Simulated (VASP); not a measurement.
Here is a VASP 6.6.1 calculation.

File run.py:

```python
from ase.calculators.vasp import Vasp
from ase.dft.bandgap import bandgap
from ase.spacegroup import crystal

atoms = crystal(
    ['Ag'],
    basis=[[0.0, 0.0, 0.0]],
    spacegroup=225,
    setting=1,
    cellpar=[4.0855, 4.0855, 4.0855, 90.0, 90.0, 90.0],
    primitive_cell=True,
)
calc = Vasp(
    directory='calc',
    xc='rpbe',
    pp='PBE',
    setups='recommended',
    pp_version='54',
    prec='Accurate',
    encut=520,
    ediff=1e-06,
    ismear=0,
    sigma=0.05,
    lreal=False,
    lasph=True,
    nelm=60,
    algo='Normal',
    isif=2,
    lwave=False,
    lcharg=False,
    kpts=[11, 11, 11],
    gamma=True,
    nbands=12,
)
atoms.calc = calc

print('energy (eV):', atoms.get_potential_energy())
print('free energy (eV):', atoms.get_potential_energy(force_consistent=True))
print('forces (eV/A):')
print(atoms.get_forces())
print('stress (eV/A^3, Voigt):', atoms.get_stress())
print('Fermi level (eV):', calc.get_fermi_level())
gap, top, bottom = bandgap(calc)
print('band gap (eV):', gap, 'from (spin, k, band)', top, 'to', bottom)
```

Potentials or basis: VASP PAW PBE potentials, release 54 (Ag).

Command:

```console
$ python run.py
```

(1) Estimate the pressure.

(2) Estimate the band gap on the k mesh.

Answers

(1) 8.3 GPa.

(2) none (metal or under the smearing width).

Caveat: the PAW data sets were made with another functional, which shifts forces and pressure a little.
